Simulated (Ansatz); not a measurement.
**Hg: strain and displacement**

```yaml
crystal:
  lattice:
    - [1.73000, 0.99882, 2.23400]
    - [-1.73000, 0.99882, 2.23400]
    - [0.00000, -1.99763, 2.23400]
  atoms:
    - { symbol: Hg, position: [0.00000, 0.00000, 0.00000] }
```

Conventional cell: a = 3.460 Å, b = 3.460 Å, c = 6.702 Å, α = 90.00°, β = 90.00°, γ = 120.00°. Hg (atom 1) is surrounded by 6 Hg at 3.00 Å.

The cell is COD entry 1541226, as deposited and not checked against the literature; nothing was relaxed.

Spin–orbit coupling is left out, though it moves levels of the heavy atoms by tenths of an eV or more.

Method: DFT, LDA, all-electron LAPW, scalar-relativistic in Ansatz 0.2.0.

Numerical set-up: a Γ-centred 12×12×12 k mesh, Fermi–Dirac smearing of 0.03 eV, basis error target 0.5 meV/atom, no spin polarisation.

The unchanged cell is at -1.60 GPa.

In a metal, stresses and small energies carry noise from the k mesh.

x, y and z are the Cartesian axes of the cell as listed; fractional coordinates follow a strain, and an engineering shear is twice the off-diagonal strain component.

With equal xy, yz and zx engineering shear strains of -2 %: energy change under 1 meV/atom; stress change (xx, yy, zz, yz, xz, xy) -0.10, -0.12, 0.04, 0.07, 0.02, -0.07 GPa, compression positive.

With equal xy, yz and zx engineering shear strains of -1 %: energy change under 1 meV/atom; stress change (xx, yy, zz, yz, xz, xy) -0.01, -0.12, 0.02, -0.05, -0.03, -0.03 GPa, compression positive.

Q: With this change (equal xy, yz and zx engineering shear strains of +1 %), what becomes of the energy and stress?

A: Energy change under 1 meV/atom; stress change (xx, yy, zz, yz, xz, xy) -0.14, 0.00, 0.03, -0.05, -0.17, -0.11 GPa, compression positive.

With equal xy, yz and zx engineering shear strains of +2 %: energy change under 1 meV/atom; stress change (xx, yy, zz, yz, xz, xy) -0.08, 0.02, 0.02, -0.06, -0.24, -0.14 GPa, compression positive.
